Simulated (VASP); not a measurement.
# KI (Fm-3m) in VASP: notebook

Runs on KI. Level: PBE. Tasks: single point.

All numbers are computed with VASP 6.6.1; they aren't measurements. Logs are shortened: lines on timing, memory, paths and dates and some standing lists are left out, and cuts for length are marked.

**The experiment to reproduce.**

A printed reference work, monograph reports, for a bulk crystal of KI: band gap 6.32 eV.

The runs below are set against these values where they give the same quantity.

## 1. The cell of the first run

It takes space group Fm-3m (No. 225, cubic). The conventional cell has a = 6.783 Å, b = 6.783 Å, c = 6.783 Å, α = 90.00°, β = 90.00°, γ = 90.00°. K (site symmetry m-3m) has 6 I at 3.39 Å within 4.5 Å. I (site symmetry m-3m) has 6 K at 3.39 Å within 4.5 Å.

## 2. Single point, PBE (strained)

INCAR

```
ALGO = Normal
EDIFF = 1E-6
ENCUT = 520
GGA = PE
ISIF = 2
ISMEAR = 0
LASPH = True
LCHARG = True
LELF = True
LREAL = False
LVHAR = True
LWAVE = False
NBANDS = 15
NELM = 100
PREC = Accurate
SIGMA = 0.02
```

KPOINTS

```
k-points
0
Gamma
  6 6 6
```

POSCAR

```
KI
1.0
    0.0000000000      3.3912515190      3.3912515190
    3.3912515190      0.0000000000      3.3912515190
    3.3912515190      3.3912515190      0.0000000000
K I
1 1
Direct
    0.0000000000      0.0000000000      0.0000000000
    0.5000000000      0.5000000000      0.5000000000
```

Potentials or basis: VASP PAW PBE potentials, release 64 (K_sv, I).

Command:

```
$ cat potpaw_PBE.64/K_sv/POTCAR potpaw_PBE.64/I/POTCAR > POTCAR
$ mpirun -np 1 vasp_std > vasp.out
```

OUTCAR:

```text
EDIFF = 1E-6
   ENCUT = 520
   GGA = PE
   ISIF = 2
   ISMEAR = 0
   LASPH = True
   LREAL = False
   NELM = 100
   PREC = Accurate

 ion  position               nearest neighbor table
   1  0.000  0.000  0.000-   2 3.39   2 3.39   2 3.39   2 3.39   2 3.39   2 3.39
   2  0.500  0.500  0.500-   1 3.39   1 3.39   1 3.39   1 3.39   1 3.39   1 3.39

  LATTYP: Found a face centered cubic cell.
 ALAT       =     6.7825030380

  Lattice vectors:

 A1 = (   0.0000000000,   3.3912515190,   3.3912515190)
 A2 = (   3.3912515190,   0.0000000000,   3.3912515190)
 A3 = (   3.3912515190,   3.3912515190,   0.0000000000)

Analysis of symmetry for initial positions (statically):
=====================================================================
 Subroutine PRICEL returns:
 Original cell was already a primitive cell.

 Routine SETGRP: Setting up the symmetry group for a
 face centered cubic supercell.

 Subroutine GETGRP returns: Found 48 space group operations
 (whereof 48 operations were pure point group operations)
 out of a pool of 48 trial point group operations.

The static configuration has the point symmetry O_h .

Analysis of symmetry for dynamics (positions and initial velocities):
=====================================================================
 Subroutine PRICEL returns:
 Original cell was already a primitive cell.

 Routine SETGRP: Setting up the symmetry group for a
 face centered cubic supercell.

 Subroutine GETGRP returns: Found 48 space group operations
 (whereof 48 operations were pure point group operations)
 out of a pool of 48 trial point group operations.

The dynamic configuration has the point symmetry O_h .

 Subroutine INISYM returns: Found 48 space group operations
 (whereof 48 operations are pure point group operations),
 and found     1 'primitive' translations

----------------------------------------------------------------------------------------

                                     Primitive cell

  volume of cell :      78.0028

  direct lattice vectors                    reciprocal lattice vectors
     0.000000000  3.391251519  3.391251519    -0.147438194  0.147438194  0.147438194
     3.391251519  0.000000000  3.391251519     0.147438194 -0.147438194  0.147438194
     3.391251519  3.391251519  0.000000000     0.147438194  0.147438194 -0.147438194

  length of vectors
     4.795953892  4.795953892  4.795953892     0.255370443  0.255370443  0.255370443

  position of ions in fractional coordinates (direct lattice)
     0.000000000  0.000000000  0.000000000
     0.500000000  0.500000000  0.500000000
[... 78 lines left out ...]
   PSTRESS=    0.0 pullay stress
   NELECT =      16.0000    total number of electrons
   NUPDOWN=      -1.0000    fix difference up-down
   EMIN   =  10.00;   EMAX   =-10.00  energy-range for DOS
   EFERMI =   0.00;   METHOD = LEGACY
   ISMEAR =     0;   SIGMA  =   0.02  broadening in eV -4-tet -1-fermi 0-gaus
   EFERMI_NEDOS =   21; number of points for ismear=-14 and -15
   IALGO  =     38    algorithm
   IMIX   =      4    mixing-type and parameters
     AMIX     =   0.40;   BMIX     =  1.00
     AMIX_MAG =   1.60;   BMIX_MAG =  1.00
  volume/ion in A,a.u.               =      39.00       263.19
  Fermi-wavevector in a.u.,A,eV,Ry     =   0.965483  1.824499 12.682783  0.932158
  Thomas-Fermi vector in A             =   2.095204
   LORBIT       =      0    0 simple, 1 ext, 2 COOP (PROOUT), +10 PAW based schemes
   GGA     = PE    functional components
   LHFCALC =     F    Hartree Fock is set to
   AEXX    =    0.0000 exact exchange contribution
   IVDW    =     0    specifies the selected vdW correction
   LEPSILON=     F    determine dielectric tensor
   LRPA    =     F    only Hartree local field effects (RPA)
 non-spin polarized calculation
 Gauss-broadening in eV      SIGMA  =   0.02
  energy-cutoff  :      520.00
  volume of cell :       78.00
 maximum number of plane-waves:      2126
   NGX = 17   NGY = 17   NGZ = 17

 number of electron      16.0000002 magnetization

 Free energy of the ion-electron system (eV)
  ---------------------------------------------------
  ext. energy  EPLUGINS =         0.00000000
  ---------------------------------------------------
  free energy    TOTEN  =        -5.45459091 eV

  energy without entropy =       -5.45459091  energy(sigma->0) =       -5.45459091

 E-fermi :   0.3933     XC(G=0):  -7.6708

 val. band max:        0.2794128630   @ k =   0.0000   0.0000   0.0000
 cond. band min:       4.5521480775   @ k =   0.0000   0.0000   0.0000
 fundamental gap:      4.2727352145
 Fermi energy:         0.3933115521

 k-point     1 :       0.0000    0.0000    0.0000
  band No.  band energies     occupation
      1     -28.0347      2.00000
      2     -11.5401      2.00000
      3     -11.5401      2.00000
      4     -11.5401      2.00000
      5     -10.4330      2.00000
      6       0.2794      2.00000
      7       0.2794      2.00000
      8       0.2794      2.00000
      9       4.5521      0.00000
     10       6.6953      0.00000
     11       6.6953      0.00000
     12       6.6953      0.00000
     13       7.5002      0.00000
     14       7.5002      0.00000
[... 257 lines left out ...]
      2     -11.6285      2.00000
      3     -11.6066      2.00000
      4     -11.5830      2.00000
      5     -10.1370      2.00000
      6      -0.7729      2.00000
      7      -0.4056      2.00000
      8      -0.4054      2.00000
      9       5.8395      0.00000
     10       6.9974      0.00000
     11       7.8849      0.00000
     12       9.0121      0.00000
     13       9.0754      0.00000
     14      10.2022      0.00000
     15      10.8510      0.00000

------------------------ aborting loop because EDIFF is reached ----------------------------------------

  FORCE on cell =-STRESS in cart. coord.  units (eV):
  Direction    XX          YY          ZZ          XY          YZ          ZX
  --------------------------------------------------------------------------------------
  -------------------------------------------------------------------------------------
  Total        1.3692188      1.3692188      1.3692188      0.0000000     -0.0000000      0.0000000
  in kB       28.1237640     28.1237640     28.1237640      0.0000000     -0.0000000      0.0000000
  external PRESSURE =      28.1237640 kB  Pullay stress =       0.0000000 kB

 VOLUME and BASIS-vectors are now :
 -----------------------------------------------------------------------------
  energy-cutoff  :      520.00
  volume of cell :       78.00
      direct lattice vectors                 reciprocal lattice vectors
     0.000000000  3.391251519  3.391251519    -0.147438194  0.147438194  0.147438194
     3.391251519  0.000000000  3.391251519     0.147438194 -0.147438194  0.147438194
     3.391251519  3.391251519  0.000000000     0.147438194  0.147438194 -0.147438194

 POSITION                                       TOTAL-FORCE (eV/Angst)
 -----------------------------------------------------------------------------------
      0.00000      0.00000      0.00000        -0.000000      0.000000     -0.000000
      3.39125      3.39125      3.39125         0.000000     -0.000000      0.000000
 -----------------------------------------------------------------------------------
    total drift:                                0.000000      0.000000      0.000000

  FREE ENERGIE OF THE ION-ELECTRON SYSTEM (eV)
  ---------------------------------------------------
  free  energy   TOTEN  =        -5.4545909069 eV

  energy  without entropy=       -5.4545909069  energy(sigma->0) =       -5.45459091
```

Run time: 33 s. Hardware: 1 thread of Intel Xeon 8259CL, shared host; peak memory 0.21 GiB.

Results:

- Free energy: -5.4546 eV
- Pressure: 2.8 GPa
- Band gap on the k mesh: 4.27 eV, direct

Levels at points of the mesh, in eV from the valence-band top:
```csv
k point,band 6,band 7,band 8,band 9,band 10,band 11
"(0.00, 0.00, 0.00)",0.00,0.00,0.00,4.27,6.42,6.42
"(0.50, 0.00, 0.00)",-1.63,-0.45,-0.45,5.64,8.02,8.39
"(0.50, 0.50, 0.00)",-1.20,-0.44,-0.44,4.70,6.06,8.20
```

Caveat: the cell differs from its parent crystal (strained); spin-orbit coupling is left out, which moves the levels of the heavy elements.

## 3. Single point, PBE

INCAR

```
SYSTEM = KI
  PREC = Accurate
  ENCUT = 520
  EDIFF = 1E-6
  ISMEAR = -5
  SIGMA = 0.02
  LREAL = .False.
  LASPH = .True.
  NELM = 60
  ALGO = Normal
  ISIF = 2
  LWAVE = .False.
  LCHARG = .True.
  GGA = PE
  LELF = .True.
  LVHAR = .True.
  NBANDS = 15
```

KPOINTS

```
regular mesh
0
Gamma
  6 6 6
  0 0 0
```

POSCAR is that of step 2.

Potentials or basis: VASP PAW PBE potentials, release 64 (K_sv, I).

Command:

```
$ cat potpaw_PBE.64/K_sv/POTCAR potpaw_PBE.64/I/POTCAR > POTCAR
$ mpirun -np 1 vasp_std > vasp.out
```

It took 26 s on 1 thread of Intel Xeon 8259CL, shared host; peak memory 0.21 GiB.

Results (log left out):

| Property | Result |
| --- | --- |
| Free energy | -5.4546 eV |
| Pressure | 2.8 GPa |
| Band gap on the k mesh | 4.27 eV, direct |

Levels at points of the mesh, in eV from the valence-band top:
```csv
k point,band 6,band 7,band 8,band 9,band 10,band 11
"(0.00, 0.00, 0.00)",0.00,0.00,0.00,4.27,6.42,6.42
"(0.50, 0.00, 0.00)",-1.63,-0.45,-0.45,5.64,8.02,8.39
"(0.50, 0.50, 0.00)",-1.20,-0.44,-0.44,4.70,6.06,8.20
```

Caveat: spin-orbit coupling is left out, which moves the levels of the heavy elements.

## 4. Against experiment

Step 3. Against the measured gap of KI, 6.32 eV (a printed reference work, monograph), the calculated 4.27 eV is off by -2.05 eV. Spin-orbit coupling on I is left out. The value is that of PBE on a finite k mesh, which can miss the band edges, without temperature or zero-point motion. Semilocal functionals fall short of measured gaps as a rule.
